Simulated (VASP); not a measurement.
# Vibrations of SiC (Moissanite 3C) at several levels of theory

Aim: the vibrations of SiC (Moissanite 3C) at the zone centre, at several levels of theory. The starting structure is a measured crystal structure from the Crystallography Open Database.

Calculated with VASP 6.6.1; Kohn-Sham DFT with plane waves and PAW; LDA, PBEsol, PBE, PBEsol + D3(BJ), r2SCAN, r2SCAN + rVV10 and HSE06.

## Step 1: The starting structure

Symmetry: F-43m, No. 216, cubic system. Conventional cell: a = 4.358 Å, b = 4.358 Å, c = 4.358 Å, α = 90.00°, β = 90.00°, γ = 90.00°. Nearest to Si lie 4 C at 1.89 Å. Nearest to C lie 4 Si at 1.89 Å. Farther neighbours are not listed.

Structure file:

```cif
data_structure
_symmetry_space_group_name_H-M 'F-43m'
_symmetry_Int_Tables_number 216
_cell_length_a 4.3580
_cell_length_b 4.3580
_cell_length_c 4.3580
_cell_angle_alpha 90.000
_cell_angle_beta 90.000
_cell_angle_gamma 90.000
_cell_volume 82.77
loop_
_atom_site_label
_atom_site_type_symbol
_atom_site_symmetry_multiplicity
_atom_site_Wyckoff_symbol
_atom_site_fract_x
_atom_site_fract_y
_atom_site_fract_z
_atom_site_occupancy
Si1 Si 4 a 0.00000 0.00000 0.00000 1
C1 C 4 c 0.25000 0.25000 0.25000 1
```

## Step 2: Modes with LDA

LDA, the lowest rung, knows the local density alone. The cell comes from a relaxation at this level, not shown (20.32 Å³).

INCAR reads:

```
SYSTEM = SiC
PREC = Accurate
ENCUT = 520
EDIFF = 1E-08
NELM = 100
ISMEAR = 0
SIGMA = 0.03
LREAL = .FALSE.
ALGO = Normal
GGA = CA
NBANDS = 10
LORBIT = 11
LWAVE = .FALSE.
LCHARG = .FALSE.
KPAR = 2
IBRION = 8
LEPSILON = .TRUE.
ISIF = 2
```

POSCAR reads:

```
SiC
1.0
    0.0000000000      2.1657828511      2.1657828511
    2.1657828511      0.0000000000      2.1657828511
    2.1657828511      2.1657828511      0.0000000000
Si C
1 1
Direct
    0.0000000000      0.0000000000      0.0000000000
    0.7500000000      0.7500000000      0.7500000000
```

KPOINTS reads:

```
Automatic mesh
0
Gamma
12 12 12
0 0 0
```

Potentials, in the order of the species: Si and C (LDA family, release 64).

Run with:

```sh
> mpirun -np 2 vasp_std
```

Output:

```text
[banner, memory and clock lines left out]
running    2 mpi-ranks, on    1 nodes
 distrk:  each k-point on    1 cores,    2 groups
 distr:  one band on    1 cores,    1 groups

 POSCAR found type information on POSCAR SiC
 POSCAR found :  2 types and       2 ions
 LDA part: xc-table for (Slater(with rela. corr.)+CA(PZ))
 , standard interpolation
 POSCAR, INCAR and KPOINTS ok, starting setup
 FFT: planning ... GRIDC
 FFT: planning ... GRID_SOFT
 FFT: planning ... GRID
 WAVECAR not read
 entering main loop
       N       E                     dE             d eps       ncg     rms          rms(c)
DAV:   1     0.173706501271E+01    0.17371E+01   -0.40431E+03  1512   0.670E+02
DAV:   2    -0.181214277825E+02   -0.19858E+02   -0.18837E+02  1866   0.113E+02
DAV:   3    -0.187306778055E+02   -0.60925E+00   -0.60825E+00  1724   0.169E+01
DAV:   4    -0.187332650772E+02   -0.25873E-02   -0.25871E-02  1656   0.137E+00
DAV:   5    -0.187332766237E+02   -0.11546E-04   -0.11546E-04  1682   0.857E-02    0.926E+00
DAV:   6    -0.167384196939E+02    0.19949E+01   -0.75478E+00  1502   0.132E+01    0.409E+00
DAV:   7    -0.166635620843E+02    0.74858E-01   -0.39126E-01  1686   0.391E+00    0.182E+00
DAV:   8    -0.166430547560E+02    0.20507E-01   -0.27122E-02  1528   0.107E+00    0.177E-01
DAV:   9    -0.166426922429E+02    0.36251E-03   -0.18048E-03  1764   0.248E-01    0.951E-02
DAV:  10    -0.166427062309E+02   -0.13988E-04   -0.11182E-04  1526   0.706E-02    0.318E-02
DAV:  11    -0.166427065492E+02   -0.31836E-06   -0.31186E-06  1716   0.120E-02    0.132E-02
DAV:  12    -0.166427063232E+02    0.22602E-06   -0.67675E-07  1504   0.426E-03    0.598E-04
DAV:  13    -0.166427063270E+02   -0.37778E-08   -0.28967E-08  1590   0.114E-03
   1 F= -.16642706E+02 E0= -.16642706E+02  d E =-.102947E-13
 Linear response reoptimize wavefunctions to high precision
DAV:   1    -0.166427063298E+02   -0.28638E-08   -0.40320E-10  1044   0.144E-04
DAV:   2    -0.166427063298E+02    0.21032E-10   -0.13306E-11   776   0.320E-05
 Linear response G [H, r] |phi>, progress :
  Direction:   1
       N       E                     dE             d eps       ncg     rms
RMM:   1    -0.409545356205E+02   -0.40955E+02   -0.49404E+01  3687   0.433E+01
RMM:   2    -0.324141552474E+02    0.85404E+01   -0.25302E+00  2315   0.112E+01
RMM:   3    -0.324024831103E+02    0.11672E-01   -0.49248E-02  2384   0.109E+00
RMM:   4    -0.324001260498E+02    0.23571E-02   -0.34862E-03  2509   0.126E-01
RMM:   5    -0.323998378856E+02    0.28816E-03   -0.30109E-04  2495   0.164E-02
RMM:   6    -0.323998072656E+02    0.30620E-04    0.11059E-05  2611   0.232E-03
RMM:   7    -0.323998043179E+02    0.29477E-05    0.40240E-05  2465   0.439E-04
RMM:   8    -0.323998035437E+02    0.77425E-06    0.43558E-05  2106   0.176E-04
RMM:   9    -0.323998039380E+02   -0.39429E-06    0.54423E-06  1821   0.147E-04
RMM:  10    -0.323998047323E+02   -0.79435E-06   -0.52826E-05  1611   0.147E-04
RMM:  11    -0.323998040933E+02    0.63899E-06   -0.10004E-05  1397   0.147E-04
RMM:  12    -0.323998043397E+02   -0.24640E-06   -0.31241E-05  1056   0.146E-04
 Linear response G [H, r] |phi>, progress :
  Direction:   2
       N       E                     dE             d eps       ncg     rms
RMM:   1    -0.381699961324E+02   -0.38170E+02   -0.54561E+01  3701   0.409E+01
RMM:   2    -0.324250816619E+02    0.57449E+01   -0.18026E+00  2289   0.963E+00
RMM:   3    -0.324138689637E+02    0.11213E-01   -0.37457E-02  2366   0.897E-01
RMM:   4    -0.324117960258E+02    0.20729E-02   -0.33103E-03  2484   0.101E-01
RMM:   5    -0.324115103866E+02    0.28564E-03   -0.27499E-04  2488   0.129E-02
RMM:   6    -0.324114798430E+02    0.30544E-04    0.34100E-05  2608   0.182E-03
RMM:   7    -0.324114769699E+02    0.28731E-05    0.62897E-05  2434   0.349E-04
RMM:   8    -0.324114769761E+02   -0.61569E-08    0.62737E-05  2064   0.146E-04
RMM:   9    -0.324114776739E+02   -0.69786E-06    0.40790E-05  1820   0.127E-04
RMM:  10    -0.324114785240E+02   -0.85009E-06    0.25568E-05  1640   0.127E-04
RMM:  11    -0.324114783079E+02    0.21611E-06    0.35607E-05  1384   0.129E-04
RMM:  12    -0.324114786529E+02   -0.34498E-06    0.21707E-05   996   0.127E-04
 Linear response G [H, r] |phi>, progress :
  Direction:   3
       N       E                     dE             d eps       ncg     rms
RMM:   1    -0.256783726492E+02   -0.25678E+02    0.82895E+01  3521   0.421E+01
RMM:   2    -0.223232126896E+02    0.33552E+01   -0.21961E+00  2283   0.105E+01
RMM:   3    -0.223174369497E+02    0.57757E-02   -0.29178E-02  2331   0.107E+00
RMM:   4    -0.223169532742E+02    0.48368E-03   -0.36941E-04  2496   0.126E-01
RMM:   5    -0.223169505368E+02    0.27374E-05   -0.12229E-05  2448   0.172E-02
RMM:   6    -0.223169501695E+02    0.36735E-06   -0.18179E-06  2539   0.251E-03
RMM:   7    -0.223169500892E+02    0.80281E-07   -0.32882E-06  2367   0.452E-04
RMM:   8    -0.223169500875E+02    0.17083E-08   -0.11485E-07  2041   0.151E-04
RMM:   9    -0.223169501086E+02   -0.21081E-07   -0.22494E-06  1715   0.111E-04
RMM:  10    -0.223169501078E+02    0.74975E-09   -0.65554E-07  1515   0.109E-04
RMM:  11    -0.223169501086E+02   -0.81126E-09   -0.93638E-07  1298   0.109E-04
RMM:  12    -0.223169501094E+02   -0.73130E-09   -0.78836E-07  1008   0.108E-04
 Linear response to external field (no local field effect), progress :
[...]
dielectric tensor                  component  3 :     0.710    -0.596     4.377
 Linear response to external field, progress :
  Direction:   1
       N       E                     dE             d eps       ncg     rms          rms(c)
RMM:   1    -0.343366287776E+00   -0.34337E+00   -0.13670E+00 12845   0.253E+00
RMM:   2    -0.351956172260E+00   -0.85899E-02   -0.26004E-03  8951   0.366E-01    0.864E-01
RMM:   3    -0.342168364719E+00    0.97878E-02   -0.49671E-03  8945   0.419E-01    0.501E-01
RMM:   4    -0.350924324615E+00   -0.87560E-02   -0.60085E-03  9003   0.463E-01    0.749E-02
RMM:   5    -0.352937966051E+00   -0.20136E-02   -0.13070E-04  9074   0.847E-02    0.937E-03
RMM:   6    -0.353023979545E+00   -0.86013E-04   -0.11484E-06  9438   0.843E-03    0.469E-03
RMM:   7    -0.353068058532E+00   -0.44079E-04   -0.75258E-08  9337   0.215E-03    0.286E-04
RMM:   8    -0.353071421626E+00   -0.33631E-05   -0.39758E-09  9976   0.407E-04    0.112E-04
RMM:   9    -0.353070612722E+00    0.80890E-06   -0.54778E-10  8193   0.129E-04    0.188E-05
RMM:  10    -0.353070775208E+00   -0.16249E-06    0.10959E-10  5368   0.318E-05    0.657E-06
 change of polarisation eV/A/(eV/A) component  1 :     0.668     0.172     0.102
 dielectric tensor                  component  1 :     6.946     1.529     0.907
 Linear response to external field, progress :
  Direction:   2
       N       E                     dE             d eps       ncg     rms          rms(c)
RMM:   1    -0.343366232756E+00   -0.34337E+00   -0.13670E+00 12843   0.253E+00
RMM:   2    -0.351956177022E+00   -0.85899E-02   -0.26003E-03  8948   0.366E-01    0.864E-01
RMM:   3    -0.342168515021E+00    0.97877E-02   -0.49658E-03  8943   0.419E-01    0.501E-01
RMM:   4    -0.350924376705E+00   -0.87559E-02   -0.60068E-03  9000   0.463E-01    0.749E-02
RMM:   5    -0.352937965702E+00   -0.20136E-02   -0.13065E-04  9077   0.847E-02    0.937E-03
RMM:   6    -0.353024033652E+00   -0.86068E-04   -0.11469E-06  9440   0.842E-03    0.469E-03
RMM:   7    -0.353068107750E+00   -0.44074E-04   -0.75239E-08  9340   0.215E-03    0.286E-04
RMM:   8    -0.353071481515E+00   -0.33738E-05   -0.35670E-09  9954   0.407E-04    0.112E-04
RMM:   9    -0.353070674264E+00    0.80725E-06   -0.26914E-10  8203   0.128E-04    0.201E-05
RMM:  10    -0.353070825970E+00   -0.15171E-06    0.11200E-09  5328   0.306E-05    0.782E-06
 change of polarisation eV/A/(eV/A) component  2 :     0.124     0.668     0.130
 dielectric tensor                  component  2 :     1.106     6.946     1.157
 Linear response to external field, progress :
  Direction:   3
       N       E                     dE             d eps       ncg     rms          rms(c)
RMM:   1    -0.343366237992E+00   -0.34337E+00   -0.13670E+00 12844   0.253E+00
RMM:   2    -0.351956169407E+00   -0.85899E-02   -0.26005E-03  8951   0.366E-01    0.864E-01
RMM:   3    -0.342168539578E+00    0.97876E-02   -0.49668E-03  8945   0.419E-01    0.501E-01
RMM:   4    -0.350924463663E+00   -0.87559E-02   -0.60085E-03  9003   0.463E-01    0.749E-02
RMM:   5    -0.352937971982E+00   -0.20135E-02   -0.13071E-04  9074   0.847E-02    0.937E-03
RMM:   6    -0.353024035618E+00   -0.86064E-04   -0.11576E-06  9439   0.842E-03    0.469E-03
RMM:   7    -0.353068105179E+00   -0.44070E-04   -0.75951E-08  9336   0.215E-03    0.286E-04
RMM:   8    -0.353071482514E+00   -0.33773E-05   -0.39859E-09  9955   0.407E-04    0.112E-04
RMM:   9    -0.353070674136E+00    0.80838E-06   -0.35268E-10  8197   0.128E-04    0.202E-05
RMM:  10    -0.353070826220E+00   -0.15208E-06    0.88278E-10  5376   0.306E-05    0.784E-06
 change of polarisation eV/A/(eV/A) component  3 :     0.104     0.169     0.668
 dielectric tensor                  component  3 :     0.929     1.507     6.946
 Linear response DOF=           2
 Linear response progress:
  Degree of freedom:   1/  2
       N       E                     dE             d eps       ncg     rms          rms(c)
RMM:   1    -0.163797859251E-01   -0.16380E-01   -0.75357E-03 13170   0.873E-01
RMM:   2    -0.143354234127E-01    0.20444E-02   -0.43303E-04  8620   0.192E-01    0.132E-01
RMM:   3    -0.142634605515E-01    0.71963E-04   -0.12355E-04  8765   0.475E-02    0.752E-02
RMM:   4    -0.143324601326E-01   -0.69000E-04   -0.11698E-04  8860   0.468E-02    0.877E-03
RMM:   5    -0.143154103626E-01    0.17050E-04    0.28692E-06  8979   0.779E-03    0.132E-03
RMM:   6    -0.143136161795E-01    0.17942E-05   -0.31805E-07  9191   0.756E-04    0.638E-04
RMM:   7    -0.143122926598E-01    0.13235E-05   -0.61050E-07  9200   0.244E-04    0.770E-05
RMM:   8    -0.143123089471E-01   -0.16287E-07    0.11251E-08  9641   0.433E-05    0.198E-05
RMM:   9    -0.143123325963E-01   -0.23649E-07    0.24922E-08  9483   0.159E-05    0.324E-06
RMM:  10    -0.143123170139E-01    0.15582E-07    0.14571E-07  9124   0.621E-06    0.107E-06
RMM:  11    -0.143123223892E-01   -0.53753E-08    0.53122E-08  5336   0.424E-06    0.635E-08
 first order change of Fermi-energy   0.33276E-04
 force on displaced ion       1 direction 1 : -19.611   0.000   0.000
 Born effective charge ion    1 direction 1 :   2.712   0.000   0.000
 Linear response progress:
  Degree of freedom:   2/  2
       N       E                     dE             d eps       ncg     rms          rms(c)
RMM:   1    -0.126527752723E+00   -0.12653E+00    0.55245E-02 12242   0.208E+00
RMM:   2    -0.123471086325E+00    0.30567E-02   -0.26368E-03  8549   0.408E-01    0.208E-01
RMM:   3    -0.123476013407E+00   -0.49271E-05   -0.80320E-04  8379   0.175E-01    0.103E-01
RMM:   4    -0.124523803021E+00   -0.10478E-02   -0.61616E-04  8439   0.147E-01    0.187E-02
RMM:   5    -0.124501357213E+00    0.22446E-04   -0.11979E-05  8966   0.225E-02    0.184E-03
RMM:   6    -0.124509011602E+00   -0.76544E-05   -0.26584E-07  9251   0.248E-03    0.921E-04
RMM:   7    -0.124504480244E+00    0.45314E-05   -0.13954E-07  9221   0.503E-04    0.933E-05
RMM:   8    -0.124505111755E+00   -0.63151E-06    0.27018E-08  9375   0.100E-04    0.311E-05
RMM:   9    -0.124505050152E+00    0.61603E-07    0.42648E-08  9742   0.300E-05    0.348E-06
RMM:  10    -0.124505071535E+00   -0.21383E-07    0.36281E-08  9580   0.966E-06    0.187E-06
RMM:  11    -0.124505069606E+00    0.19286E-08    0.64956E-08  7529   0.704E-06    0.152E-07
 first order change of Fermi-energy   0.88907E-04
 force on displaced ion       2 direction 1 : -19.607   0.000   0.000
 Born effective charge ion    2 direction 1 :  -2.714   0.000   0.000
 Born effective charges drift removed
 Linear response finished
```

It took 3.4 min on 2 MPI ranks of AMD EPYC 7R43, shared host; peak memory 0.44 GiB.

Lines that name or quote the potential files are left out of all logs, and their timing lines are given in words.

OUTCAR, selected parts (step 2):

```text
ion  position               nearest neighbor table
   1  0.000  0.000  0.000-   2 1.88   2 1.88   2 1.88   2 1.88
   2  0.750  0.750  0.750-   1 1.88   1 1.88   1 1.88   1 1.88

  LATTYP: Found a face centered cubic cell.
 ALAT       =     4.3315657022

 Subroutine GETGRP returns: Found 24 space group operations
 (whereof 24 operations were pure point group operations)

The static configuration has the point symmetry T_d .

 Found     72 irreducible k-points:

   k-points           NKPTS =     72   k-points in BZ     NKDIM =     72   number of bands    NBANDS=     10

   dimension x,y,z NGX =    24 NGY =   24 NGZ =   24
   dimension x,y,z NGXF=    48 NGYF=   48 NGZF=   48

   ENCUT  =  520.0 eV  38.22 Ry    6.18 a.u.   5.69  5.69  5.69*2*pi/ulx,y,z

   NELECT =       8.0000    total number of electrons

 k-points in reciprocal lattice and weights: Automatic mesh
   0.00000000  0.00000000  0.00000000       0.001
   0.08333333  0.00000000  0.00000000       0.005
   0.16666667  0.00000000  0.00000000       0.005
   0.25000000  0.00000000  0.00000000       0.005
   0.33333333  0.00000000  0.00000000       0.005
   0.41666667  0.00000000  0.00000000       0.005
   0.50000000  0.00000000  0.00000000       0.002
   0.08333333  0.08333333  0.00000000       0.003
   0.16666667  0.08333333  0.00000000       0.014
[...]
-0.33333333  0.50000000  0.16666667       0.007
  -0.25000000  0.50000000  0.25000000       0.003

 average (electrostatic) potential at core
       1 -81.6773       2 -48.7688

  Total       -0.0006005     -0.0006005     -0.0006005      0.0000000      0.0000000      0.0000000
  in kB       -0.0473521     -0.0473521     -0.0473521      0.0000000      0.0000000      0.0000000
  external PRESSURE =      -0.0473521 kB  Pullay stress =       0.0000000 kB

  energy-cutoff  :      520.00
  volume of cell :       20.32
      direct lattice vectors                 reciprocal lattice vectors
     0.000000000  2.165782851  2.165782851    -0.230863403  0.230863403  0.230863403
     2.165782851  0.000000000  2.165782851     0.230863403 -0.230863403  0.230863403
     2.165782851  2.165782851  0.000000000     0.230863403  0.230863403 -0.230863403

 POSITION                                       TOTAL-FORCE (eV/Angst)
 -----------------------------------------------------------------------------------
      0.00000      0.00000      0.00000         0.000000      0.000000     -0.000000
      3.24867      3.24867      3.24867        -0.000000     -0.000000      0.000000
 -----------------------------------------------------------------------------------
    total drift:                               -0.000000     -0.000000     -0.000000

 MACROSCOPIC STATIC DIELECTRIC TENSOR (including local field effects in DFT)
 ------------------------------------------------------
           6.945610    -0.000000    -0.000000
           0.000000     6.945610    -0.000000
          -0.000000     0.000000     6.945610
 ------------------------------------------------------

 PIEZOELECTRIC TENSOR (including local field effects)  for field in x, y, z        (C/m^2)
          XX          YY          ZZ          XY          YZ          ZX
  --------------------------------------------------------------------------------
  x    -0.00000     0.00000    -0.00000     0.00000     0.98729     0.00000
  y     0.00000    -0.00000    -0.00000     0.00000     0.00000     0.98729
  z    -0.00000    -0.00000     0.00000     0.98729     0.00000     0.00000

 BORN EFFECTIVE CHARGES (including local field effects) (in |e|, cummulative output)
 ---------------------------------------------------------------------------------
 ion    1
    1     2.71365    -0.00000    -0.00000
    2     0.00000     2.71365     0.00000
    3     0.00000     0.00000     2.71365
 ion    2
    1    -2.71365     0.00000     0.00000
    2    -0.00000    -2.71365     0.00000
    3    -0.00000    -0.00000    -2.71365

 Eigenvectors and eigenvalues of the dynamical matrix
 ----------------------------------------------------

   1 f  =   23.866709 THz   149.958955 2PiTHz  796.107716 cm-1    98.704733 meV
             X         Y         Z           dx          dy          dz
      0.000000  0.000000  0.000000    -0.547353    0.000000   -0.000000
      3.248674  3.248674  3.248674     0.836902   -0.000000   -0.000000

   2 f  =   23.866709 THz   149.958955 2PiTHz  796.107716 cm-1    98.704733 meV
             X         Y         Z           dx          dy          dz
      0.000000  0.000000  0.000000     0.000000    0.547353   -0.000000
      3.248674  3.248674  3.248674    -0.000000   -0.836902   -0.000000

   3 f  =   23.866709 THz   149.958955 2PiTHz  796.107716 cm-1    98.704733 meV
             X         Y         Z           dx          dy          dz
      0.000000  0.000000  0.000000     0.000000    0.000000   -0.547353
      3.248674  3.248674  3.248674     0.000000    0.000000    0.836902

   4 f/i=    0.001034 THz     0.006498 2PiTHz    0.034496 cm-1     0.004277 meV
             X         Y         Z           dx          dy          dz
      0.000000  0.000000  0.000000     0.045786   -0.830407    0.093444
      3.248674  3.248674  3.248674     0.029945   -0.543106    0.061114

   5 f/i=    0.001034 THz     0.006498 2PiTHz    0.034496 cm-1     0.004277 meV
             X         Y         Z           dx          dy          dz
      0.000000  0.000000  0.000000     0.835637    0.045979   -0.000844
      3.248674  3.248674  3.248674     0.546526    0.030072   -0.000552

   6 f/i=    0.001034 THz     0.006498 2PiTHz    0.034496 cm-1     0.004277 meV
             X         Y         Z           dx          dy          dz
      0.000000  0.000000  0.000000     0.004296   -0.093349   -0.831668
      3.248674  3.248674  3.248674     0.002810   -0.061052   -0.543931

 MACROSCOPIC STATIC DIELECTRIC TENSOR IONIC CONTRIBUTION
 ------------------------------------------------------
           3.344620    -0.000000     0.000000
          -0.000000     3.344620    -0.000000
           0.000000    -0.000000     3.344620
 ------------------------------------------------------

 ELASTIC MODULI CONTR FROM IONIC RELAXATION (kBar)
 Direction    XX          YY          ZZ          XY          YZ          ZX
 --------------------------------------------------------------------------------
 XX          -0.0000      0.0000      0.0000     -0.0000      0.0000     -0.0000
 YY           0.0000     -0.0000     -0.0000     -0.0000     -0.0000     -0.0000
 ZZ           0.0000     -0.0000     -0.0000      0.0000     -0.0000     -0.0000
 XY          -0.0000     -0.0000      0.0000   -272.8444     -0.0000      0.0000
 YZ           0.0000     -0.0000     -0.0000     -0.0000   -272.8444      0.0000
 ZX          -0.0000     -0.0000     -0.0000      0.0000      0.0000   -272.8444
 --------------------------------------------------------------------------------

 PIEZOELECTRIC TENSOR IONIC CONTR  for field in x, y, z        (C/m^2)
          XX          YY          ZZ          XY          YZ          ZX
  --------------------------------------------------------------------------------
  x     0.00000    -0.00000    -0.00000    -0.00000    -0.89888     0.00000
  y    -0.00000    -0.00000    -0.00000    -0.00000     0.00000    -0.89888
  z    -0.00000    -0.00000     0.00000    -0.89888    -0.00000     0.00000
```

Energies printed during the response cycles are not total energies of the cell.

LDA: the zone-centre mode is T2 796.1 cm⁻¹.

[end of part 1 of 3]

[Lines on the potential files, build, host, timing and source positions are cut from VASP's logs without a mark.]

[Logs are printed without paths, hosts, clocks, repeated set-up lines and the standing remarks that a program may print on its own settings, such as how far it seeks lower states.]

[Hosts, paths, dates, database ids (printed as entryN), source tags and the programs' standing remarks are cut or masked in the printed files.]
